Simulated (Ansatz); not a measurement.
**BAs (zincblende): G0W0 against its settings**

BAs in the zincblende structure, relaxed with r2SCAN; one-shot G0W0 in Ansatz without spin-orbit coupling. Spin-unpolarised throughout; all numbers are computed.

```cif
data_structure
_symmetry_space_group_name_H-M 'P 1'
_symmetry_Int_Tables_number 1
_cell_length_a 3.3826
_cell_length_b 3.3826
_cell_length_c 3.3826
_cell_angle_alpha 60.000
_cell_angle_beta 60.000
_cell_angle_gamma 60.000
_cell_volume 27.37
loop_
_atom_site_label
_atom_site_type_symbol
_atom_site_fract_x
_atom_site_fract_y
_atom_site_fract_z
_atom_site_occupancy
B1 B 0.00000 0.00000 0.00000 1
As1 As 0.25000 0.25000 0.25000 1
```

Gaps are read over the mesh points alone. G0W0 here is at a finite number of bands, screening cutoff and k mesh, not at the basis limit.

| start | potentials | frequency model | mesh | empty bands | screening cutoff (eV) | Kohn-Sham gap (eV) | G0W0 gap (eV) | rough cost |
| --- | --- | --- | --- | --- | --- | --- | --- | --- |
| PBE | PAW | contour deformation | 4×4×4 | 44 | 80 | 1.43 | 1.79 | 4 core-seconds |
| PBE | PAW | contour deformation | 4×4×4 | 102 | 140 | 1.43 | 1.94 | 12 core-seconds |
| PBE | PAW | contour deformation | 4×4×4 | 189 | 210 | 1.43 | 2.00 | 40 core-seconds |
| HSE06 | PAW | contour deformation | 4×4×4 | 102 | 140 | 2.11 | 2.21 | 30 core-seconds |
| LDA | PAW | contour deformation | 4×4×4 | 102 | 140 | 1.32 | 1.93 | 13 core-seconds |
| r2SCAN | PAW | contour deformation | 4×4×4 | 102 | 140 | 1.60 | 2.06 | 15 core-seconds |
| PBE | PAW | Godby-Needs pole | 4×4×4 | 102 | 140 | 1.43 | 1.89 | 11 core-seconds |
| PBE | PAW | contour deformation | 8×8×8 | 44 | 80 | 1.20 | 1.68 | 100 core-seconds |
| PBE | norm-conserving | contour deformation | 4×4×4 | 102 | 140 | 1.44 | 1.94 | 27 core-seconds |

The quasiparticle gap on this mesh is 2.00 eV (Γ to X), against 1.43 eV from PBE: +0.57 eV. Renormalisation factors Z lie between 0.76 and 0.81.

Raising bands and cutoff together moves the gap by +0.15 eV (80 to 140 eV), then +0.06 eV (140 to 210 eV); the last step is still large, so the basis limit isn't reached. Starting from HSE06 (2.11 eV against PBE's 1.43 eV) gives 2.21 eV, +0.27 eV from G0W0@PBE at the same screening cutoff. Starting from LDA (1.32 eV against PBE's 1.43 eV) gives 1.93 eV, -0.01 eV from G0W0@PBE at the same screening cutoff. Starting from r2SCAN (1.60 eV against PBE's 1.43 eV) gives 2.06 eV, +0.12 eV from G0W0@PBE at the same screening cutoff. The Godby-Needs plasmon pole differs from contour deformation by -0.05 eV. An 8×8×8 mesh in place of 4×4×4 changes the opening over PBE by +0.12 eV (the gap on the mesh by -0.11 eV, the PBE gap by -0.23 eV). Norm-conserving potentials (wave cutoff 1143 eV against 420 eV) shift the quasiparticle gap by 0.00 eV and the PBE gap by +0.01 eV. r2SCAN runs take a wave cutoff of 500 eV.
